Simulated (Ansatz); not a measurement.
I: competing structures

Computed with DFT PBEsol, scalar-relativistic, plane waves, PAW (Ansatz 0.2.0). Settings: cutoff 420 eV, Γ-centred meshes no coarser than 0.19 Å⁻¹ for metals and 0.3 Å⁻¹ for insulators (2π included), Gaussian smearing.

All energies are static (0 K, no zero-point motion). The comparison covers the computed candidates alone. For metals, differences of a few meV/atom aren't resolved. Weakly bound directions are ill-defined at this level, which has no dispersion term (I Cmce, I C2/m, I I4/mmm, I P6/mmm, I P6_3/mmc). Spin–orbit coupling is left out. No run is spin-polarised.

```csv
#,started from,space group,atoms,V (Å³/atom),ΔE (meV/atom),gap on mesh (eV)
1,database cell,Cmce (No. 64),4,39.6,0,0.79
2,database cell,C2/m (No. 12),1,39.8,65,0.00
3,database cell,I4/mmm (No. 139),1,37.9,73,0.00
4,simple hexagonal type,P6/mmm (No. 191),1,42.1,84,0.00
5,"omega type, changed",P6/mmm (No. 191),3,39.1,123,0.00
6,"lonsdaleite type, changed",P6_3/mmc (No. 194),4,44.4,138,0.00
7,"alpha-boron type, changed",R-3m (No. 166),12,52.8,141,0.00
8,"trigonal selenium type, changed",Pm-3m (No. 221),1,38.5,282,0.00
9,"dhcp type, changed",P6_3/mmc (No. 194),4,35.9,306,0.00
10,"samarium (9R) type, changed",R-3m (No. 166),3,35.4,307,0.00
11,beta-tungsten (A15) type,Pm-3n (No. 223),8,32.4,316,0.00
12,"graphite type, changed",P6_3/mmc (No. 194),4,54.5,352,0.00
```

The lowest structure: Space group Cmce (No. 64), orthorhombic, a = 7.502 Å, b = 4.387 Å, c = 9.638 Å. Around I lie 1 I at 2.81 Å.

```cif
data_structure
_symmetry_space_group_name_H-M 'Cmce'
_symmetry_Int_Tables_number 64
_cell_length_a 7.5020
_cell_length_b 4.3871
_cell_length_c 9.6375
_cell_angle_alpha 90.000
_cell_angle_beta 90.000
_cell_angle_gamma 90.000
_cell_volume 317.19
loop_
_atom_site_label
_atom_site_type_symbol
_atom_site_symmetry_multiplicity
_atom_site_Wyckoff_symbol
_atom_site_fract_x
_atom_site_fract_y
_atom_site_fract_z
_atom_site_occupancy
I1 I 8 f 0.50000 0.67302 0.12277 1
```

The second: Space group C2/m (No. 12), monoclinic, a = 4.686 Å, b = 7.367 Å, c = 2.918 Å, β = 127.8°. I has 2 I at 2.92 Å.